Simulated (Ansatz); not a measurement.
The polar optical mode of GaP at 1 GPa, worked through

Level of theory: Ansatz 0.2.0, DFT LDA, scalar-relativistic, plane waves, PAW. Cutoff 420 eV, 10×10×10 k-points (Γ-centred), fixed occupations. No spin polarisation. Phonons by linear response, acoustic sum rule imposed.

The cell, relaxed at 1 GPa:
```
Ga P
1.0
     0.00000    2.68586    2.68586
     2.68586    0.00000    2.68586
     2.68586    2.68586    0.00000
Ga P
1 1
Direct
  0.00000 0.00000 0.00000
  0.75000 0.75000 0.75000
```

The run warned that the force constants aren't converged on this k mesh, so the frequencies and all that is formed from them are rough.

Linear response gives ν_TO = 369.7 cm⁻¹, Born charges ±2.030 e (positive on Ga) and ε∞ = 10.566. The primitive cell holds 38.751 Å³, and the masses are 69.723 and 30.974 amu.

Question: Find ν_LO and the static dielectric constant.

Answer: The long-wave field adds a restoring force: ω_LO² − ω_TO² = Z*²e²/(ε_vac ε∞ μV). In these units ν_LO² − ν_TO² = 4.92064×10⁷ Z*²/(μ V ε∞) cm⁻², with μ = m₁m₂/(m₁ + m₂) = 21.446 amu: 23093 cm⁻². So ν_LO = √(369.7² + 23093) = 399.7 cm⁻¹, and the run gives 399.7. Lyddane–Sachs–Teller then gives ε0 = ε∞ (ν_LO/ν_TO)² = 12.35, against 12.35 in the run (it forms both from the same three quantities, so the match checks the arithmetic only). Between ν_TO and ν_LO the dielectric function is negative and an undamped crystal reflects fully: a reststrahlen band from 25.0 to 27.1 μm.

Question: What do the Clausius–Mossotti polarisability and the Szigeti charge come to?

Answer: With the Lorentz local field, α = (3V/4π)(ε∞ − 1)/(ε∞ + 2) = 7.04 Å³ for the pair, and e_S = 3Z*/(ε∞ + 2) = 0.48 e. The Born charge includes the electrons' response to the dipole's own local field, and e_S takes that enhancement out. The Lorentz field assumes point-like polarisable ions, a poor picture once ε∞ is this large, since the electron clouds then overlap or are shared, so both numbers are formal here.

Question: How strongly does a slow electron couple to the LO mode?

Answer: For one isotropic parabolic band, Fröhlich's constant is α_F = (1/ε∞ − 1/ε0) √(m* Ry/ħω_LO), with Ry = 13.606 eV, ħω_LO = 49.6 meV and m* in free-electron masses: α_F = 0.0137 × 16.57 × √m* = 0.23 √m*. The band mass isn't part of this run; for m* = 0.1, 0.3 and 1 it gives 0.07, 0.12, 0.23. In weak coupling the polaron lies α_F ħω_LO below the band edge (6 meV at m* = 0.3) with a mass m*(1 + α_F/6); past α_F of about 5 or 6 that expansion fails. A semilocal functional's ε∞ tends to be too large, which taken alone lowers α_F.

Cost: 1 run of about 2 core-minutes, on AMD EPYC 7R43 (Zen 3) (shared hosts).

GaP comes out as a weakly polar semiconductor: most of its static screening is electronic, and the lattice adds only a modest part. The Born charge of 2.030 e is no contradiction, nor does it imply a static ionic charge of that size. It measures the polarisation created when the sublattices move, including the charge that shifts along the covalent Ga–P bonds as they stretch. The same easily polarised bonding electrons screen the long-range field, which keeps the LO–TO splitting small and the Fröhlich coupling weak.

The calculated ε∞ of 10.566 lies above the accepted value for GaP, probably because the LDA gap is too narrow and makes virtual interband transitions too easy. For a given Born charge, this overscreening also reduces the splitting. The weak-coupling picture is plausible for electrons in GaP, but their conduction minima lie near X and are strongly anisotropic, so a single scalar mass can give only an orientation-averaged estimate of the polaron shift.
